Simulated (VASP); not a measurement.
Wanted: the native input for a VASP 6.6.1 run.

* Task: band structure
* Functional: PBE
* Potentials or basis: VASP PAW PBE potentials, release 64 (Al, As)
* Cutoff: 520 eV
* k mesh: 6 × 6 × 6
* Occupations: gaussian, width 0.03 eV
* Spin: spin-orbit coupling, no magnetisation
* Further INCAR settings: ALGO = Normal; EDIFF = 1e-06

The structure of AlAs lies in POSCAR:

```
AlAs                                    
1.0
    0.0000000000      2.8408844734      2.8408844734
    2.8408844734      0.0000000000      2.8408844734
    2.8408844734      2.8408844734      0.0000000000
  Al              As            
     1     1
Direct
     0.0000000000000000    0.0000000000000000    0.0000000000000000
     0.2500000000000000    0.2500000000000000    0.2500000000000000
```

One way to write it, as run:

INCAR

```
SYSTEM = AlAs
PREC     = Accurate       ! precision mode
ENCUT    = 520            ! plane-wave cutoff, eV
EDIFF    = 1E-6           ! SCF threshold, eV
ISMEAR   = 0              ! smearing method
SIGMA    = 0.03           ! smearing width, eV
LREAL    = .FALSE.        ! projectors in reciprocal space
LASPH    = .TRUE.         ! aspherical terms in the spheres
NELM     = 80             ! most SCF steps
ALGO     = Normal         ! electronic algorithm
ISIF     = 2              ! what is computed and relaxed
LWAVE    = .FALSE.        ! write WAVECAR
LCHARG   = .FALSE.        ! write CHGCAR
MAGMOM   = 0 0 0 0 0 0    ! initial moments
LORBIT   = 11             ! projections on sites
LSORBIT  = .TRUE.         ! spin-orbit coupling
GGA_COMPAT= .FALSE.      
GGA      = PE             ! functional
```

KPOINTS

```
regular mesh
0
G
  6 6 6
  0 0 0
```

KPOINTS_OPT

```
explicit points
302
Reciprocal
 0.0000000000  0.0000000000  0.0000000000 1
 0.0263157895  0.0000000000  0.0263157895 1
 0.0526315789  0.0000000000  0.0526315789 1
 0.0789473684  0.0000000000  0.0789473684 1
 0.1052631579  0.0000000000  0.1052631579 1
 0.1315789474  0.0000000000  0.1315789474 1
[... 294 lines left out ...]
 0.5111486200  0.0222972300  0.5111486200 1
 0.4888513800 -0.0222972300  0.4888513800 1
```

Potentials or basis: VASP PAW PBE potentials, release 64 (Al, As).

The run is started by

```console
$ cat potpaw_PBE.64/Al/POTCAR potpaw_PBE.64/As/POTCAR > POTCAR
$ mpirun -np 1 vasp_ncl > vasp.out
```

It gave:

- Pressure: 2.0 GPa
- Valence electrons inside the program's atomic spheres: Al 0.77; As 2.90

Run time: 4.5 min on 1 thread of Intel(R) Xeon(R) Platinum 8259CL CPU @ 2.50GHz (Skylake/Cascade Lake), with other jobs on the host, peak memory 0.28 GiB.
